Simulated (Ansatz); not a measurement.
**SiNi: properties at the relaxed cell**

One table from this session's results is given with a row withheld; the runs are named, their logs left out.

Computed with Ansatz 0.2.0 (DFT PBEsol, scalar-relativistic, plane waves, PAW, unless a step's input says otherwise).

1 further run of the same task is left out (set aside as unsound or not needed). Runs told in other sessions of the task aren't counted.

### The system as given

The structure is orthorhombic, space group Pnma (No. 62). The conventional cell has a = 5.088 Å, b = 3.358 Å, c = 5.528 Å, α = 90.00°, β = 90.00°, γ = 90.00°. Si (site symmetry m) is surrounded by 6 Ni at 2.26 to 2.38 Å. Ni (site symmetry m) has 6 Si at 2.26 to 2.38 Å in its first shell of neighbours.

As a file:

```cif
data_structure
_symmetry_space_group_name_H-M 'P 1'
_symmetry_Int_Tables_number 1
_cell_length_a 5.0878
_cell_length_b 3.3578
_cell_length_c 5.5278
_cell_angle_alpha 90.000
_cell_angle_beta 90.000
_cell_angle_gamma 90.000
_cell_volume 94.44
loop_
_atom_site_label
_atom_site_type_symbol
_atom_site_fract_x
_atom_site_fract_y
_atom_site_fract_z
_atom_site_occupancy
Si1 Si 0.32143 0.75000 0.08656 1
Si2 Si 0.17857 0.25000 0.58656 1
Si3 Si 0.82143 0.75000 0.41344 1
Si4 Si 0.67857 0.25000 0.91344 1
Ni1 Ni 0.00930 0.25000 0.18739 1
Ni2 Ni 0.49070 0.75000 0.68739 1
Ni3 Ni 0.50930 0.25000 0.31261 1
Ni4 Ni 0.99070 0.75000 0.81261 1
```

This cell was relaxed beforehand with the same method: volume 11.80 Å³/atom, gap on the mesh none (metal).

Set-up of the first run:

input.yaml reads:

```yaml
crystal:
  lattice:
    - [5.0364325655, 0.0, 0.0]
    - [0.0, 3.3238522882, 0.0]
    - [0.0, 0.0, 5.471989684]
  atoms:
    - { symbol: Si, position: [0.3214276657, 0.75, 0.0865554855] }
    - { symbol: Si, position: [0.1785723343, 0.25, 0.5865554855] }
    - { symbol: Si, position: [0.8214276657, 0.75, 0.4134445145] }
    - { symbol: Si, position: [0.6785723343, 0.25, 0.9134445145] }
    - { symbol: Ni, position: [0.009300731, 0.25, 0.1873863638] }
    - { symbol: Ni, position: [0.490699269, 0.75, 0.6873863638] }
    - { symbol: Ni, position: [0.509300731, 0.25, 0.3126136362] }
    - { symbol: Ni, position: [0.990699269, 0.75, 0.8126136362] }
basis:
  ecutwfc: 420
kpoints:
  mp_grid: { grid: [8, 10, 6] }
hamiltonian:
  xc: pbesol
scf:
  occupations: { method: gaussian, width: 0.1 }
output:
  forces: true
  stress: true
  eigenvalues: true
relax:
  adjacent_minimum: "off"
  f_tol: 0.01
  max_steps: 30
  cell: { stress_tol: 0.1, fix: [volume] }
```

On the command line:

```console
$ ansatz run input.yaml --threads 2 --pin off --max-ram 5120MiB --backend cpu --events-out ev --progress --plain --runs-dir out
```

Among the steps run: Point at V/V0 = 0.97; Volume × 1.03; Point at V/V0 = 0.94; The cell scaled to 1.06 of its volume; The cell scaled to 0.91 of its volume; The cell scaled to 1.10 of its volume; Point at V/V0 = 0.88.

One table of the session follows, with a row left open; its other results are not shown here.

It belongs to the step «Equation of state». 

```
volume (Å³/atom)  energy above the lowest point (meV/atom)  pressure (GPa)
          10.388                                     117.6           28.98
          10.742                                      63.8           20.16
          11.096                                      27.2           12.91
          11.450                                       6.4            5.98
          11.805                                       0.0            0.01
          12.159                                         ?               ?
          12.513                                      21.9           -9.35
          12.985                                      56.7          -14.04
```

**Question.** Estimate the row for volume (Å³/atom) = 12.159.

Worked estimate for «energy above the lowest point (meV/atom)». A straight line through the neighbours (11.805, 0.0) and (12.513, 21.9) gives 0.0 + (21.9 − 0.0) × (12.159 − 11.805) / (12.513 − 11.805) = 11.0; a parabola fitted to 4 rows on both sides gives 6.0.

As computed: energy above the lowest point (meV/atom): 5.8; pressure (GPa): -5.07. In «energy above the lowest point (meV/atom)» the line misses by +5.2 and the parabola by +0.2.

Limits of these values: Spin polarisation is off in the runs that give these values; a magnetic solution could lie lower.
